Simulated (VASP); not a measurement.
# Pt: relaxation of cell and atoms with PBEsol

Crystal: Pt.

```
CELL_PARAMETERS angstrom
2.77437 0.00000 0.00000
-1.38718 2.40267 0.00000
0.00000 0.00000 4.53054
ATOMIC_POSITIONS crystal
Pt 0.33333 0.66667 0.25000
Pt 0.66667 0.33333 0.75000
```

This isn't the form of Pt at room conditions, which is fcc.

* Program: VASP 6.6.1
* Task: relaxation of cell and atoms
* Functional: PBEsol
* Potentials or basis: VASP PAW PBE potentials, release 64 (Pt)
* Cutoff: 580 eV
* k mesh: 18 × 18 × 10
* Occupations: gaussian, width 0.1 eV
* Spin: no spin polarisation
* Further INCAR settings: ALGO = Normal; EDIFF = 1e-07; IBRION = 2; EDIFFG = -0.005; NSW = 90; ISIF = 3

```
Relaxed volume                         : 15.12 Å³/atom
Relaxed cell                           : a = 2.725 Å, b = 2.725 Å, c = 4.700 Å, α = 90.00°, β = 90.00°, γ = 120.00°
Space group after relaxing (to 0.05 Å) : P6_3/mmc (No. 194)
Energy gained by relaxing              : 17.5 meV/atom
Ionic steps                            : 3
Pressure after relaxing                : 0.0 GPa
Band gap on the k mesh                 : none (metal or under the smearing width)
```

Step by step:
```
step  energy change (eV)  largest force (eV/Å)  pressure (GPa)  volume (Å³)
   1              0.0000                0.0000            0.12        30.20
   2             -0.0326                0.0000           -0.22        30.23
   3             -0.0351                0.0000           -0.01        30.23
```

Final structure:
```
Pt
1.0
     2.72531    0.00000    0.00000
    -1.36265    2.36019    0.00000
     0.00000    0.00000    4.70048
Pt
2
Direct
  0.33333 0.66667 0.25000
  0.66667 0.33333 0.75000
```

Levels at points of the mesh, in eV from the Fermi level:
```
           k point  band 8  band 9  band 10  band 11  band 12  band 13
(0.00, 0.00, 0.00)   -1.97   -1.97    -0.94    -0.23    -0.23     5.02
(0.50, 0.00, 0.00)    0.05    0.30     0.52     2.32     3.84     7.45
(0.00, 0.00, 0.50)   -3.67   -0.85    -0.85    -0.85    -0.85    12.31
(0.50, 0.00, 0.50)   -0.97    0.43     0.43     1.65     1.65     6.73
```

Run time: 63 s on 1 thread of Intel(R) Xeon(R) 6975P-C (Granite Rapids) (shared host), peak memory 0.23 GiB.

Caveat: the PAW data sets were made with another functional, which shifts forces and pressure a little. Spin-orbit coupling is left out, which matters for the levels of Pt.
